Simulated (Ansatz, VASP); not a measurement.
One calculation of Ga, two programs

```
CELL_PARAMETERS angstrom
0.00000 2.87695 2.87695
2.87695 0.00000 2.87695
2.87695 2.87695 0.00000
ATOMIC_POSITIONS crystal
Ga 0.00000 0.00000 0.00000
Ga 0.25000 0.25000 0.25000
```

Alike in both runs: functional PBEsol; k mesh 16 × 16 × 16; occupations gaussian, width 0.1 eV; no spin polarisation.

Ansatz relaxed the structure, and its values are those at the end. VASP's run is a single point on that final structure, the one shown.

|  | VASP | Ansatz |
| --- | --- | --- |
| version | VASP 6.6.1 | Ansatz 0.2.0 |
| potentials or method | VASP PAW PBE potentials, release 64 (Ga_d) | scalar-relativistic, plane waves, PAW |
| plane-wave cutoff (eV) | 520 | 420 |
| valence electrons in the cell | 26 | 26 |

```tsv
	VASP	Ansatz	Ansatz less VASP
gap on the k mesh at the Fermi level (eV)	none	none	-
pressure (GPa)	0.0	0.0	-0.04
```

A gap of «none» marks a metal or a gap that the smearing closes.

Caveats: the PAW data sets were made with another functional, which shifts forces and pressure a little (VASP).
